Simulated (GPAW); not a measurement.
Entries from a set of simulations; values are calculated unless marked as measured.

A GW chain in GPAW: CdTe (F-43m). The structure is cubic, space group F-43m (No. 216). The conventional cell has a = 6.410 Å, b = 6.410 Å, c = 6.410 Å, α = 90.00°, β = 90.00°, γ = 90.00°. Nearest to Cd lie 4 Te at 2.78 Å. Te has 4 Cd at 2.78 Å nearest. Farther neighbours and most contacts between anions are not listed. The calculation used DFT, LDA, plane waves, PAW (and 1 further level or step) in GPAW 26.7.0, with cutoff 450 eV, GPAW PAW setups 1.2.1 data release, 4×4×4 k-mesh, nbands 284 in one of its runs. The LDA gap is 0.61 eV, direct. The G0W0 gap on the mesh is 1.54 eV and the GW settings are 4×4×4 mesh, 274 bands, screening to 150 eV, Godby-Needs plasmon pole. The known limits are not at the basis limit; no spin-orbit coupling; coarse k mesh. It took 3 runs, 88 s in all on 4 MPI ranks of Intel Xeon Platinum 8488C (Sapphire Rapids), shared host (the runs of this entry). G0W0 moves the gap on the mesh from 0.61 eV to 1.54 eV (+0.93 eV), with Z of 0.79 and 0.80 at the edges. Only 1 of the mesh's irreducible points was corrected, so a valley elsewhere could overtake. The database entry behind the starting cell differs from later determinations by our own check (an axis about 1.1 % short against later determinations). The cell and positions come from the Crystallography Open Database and are kept as given unless a step says otherwise. Limits: no spin-orbit coupling. Bands and cutoff are finite, so the gap is not at the basis limit. The miss can reach some tenths of an eV and take either sign; the mesh is an error of its own. The 4×4×4 mesh is coarse for this cell, which bears on the long-range parts of exchange and screening.

```xyz
2
Lattice="0.0000 3.2050 3.2050 3.2050 0.0000 3.2050 3.2050 3.2050 0.0000" Properties=species:S:1:pos:R:3 pbc="T T T"
Cd    0.0000    0.0000    0.0000
Te    1.6025    1.6025    1.6025
```

[Paths, hosts, dates, memory and timing lines, banners, echoed tables and standing remarks are left out of the program output.]

[Logs are printed without paths, hosts, clocks, repeated set-up lines and the standing remarks that a program may print on its own settings, such as how far it seeks lower states.]

[Runs of the session that timed out or met a known fault of the program may be left out.]

[Hosts, paths, dates, database ids (printed as entryN), source tags and the programs' standing remarks are cut or masked in the printed files.]
